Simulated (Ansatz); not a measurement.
CoSi (rocksalt type), DFT, PBE, all-electron PAW with datasets made for the crystal, scalar-relativistic (Ansatz 0.2.0), on 1 thread of Arm Neoverse V1 (shared host).

Command: `ansatz run input.yaml --threads 1 --pin off --max-ram 2048MiB --backend cpu --events-out ev --progress --plain --runs-dir out`

```yaml
crystal:
  lattice:
    - [0.0, 2.2350193021, 2.2350193021]
    - [2.2350193021, 0.0, 2.2350193021]
    - [2.2350193021, 2.2350193021, 0.0]
  atoms:
    - { symbol: Co, position: [0.0, 0.0, 0.0] }
    - { symbol: Si, position: [0.5, 0.5, 0.5] }
kpoints:
  mp_grid: { grid: [16, 16, 16] }
scf:
  occupations: { method: fermi_dirac, width: 0.1 }
hamiltonian:
  xc: pbe
  pseudopotentials: { kind: all_electron, datasets: crystal }
output:
  forces: true
  stress: true
  eigenvalues: true
```

**Question.** How large is the problem that the program sets up?

**Answer.** 145 irreducible k-points, 331 plane waves at Γ, 19 bands.

**Question.** About how long does it take, and how much memory?

**Answer.** 18 s of wall time for 11 SCF iterations, with a peak of 0.55 GiB. Times on shared machines scatter by tens of per cent.
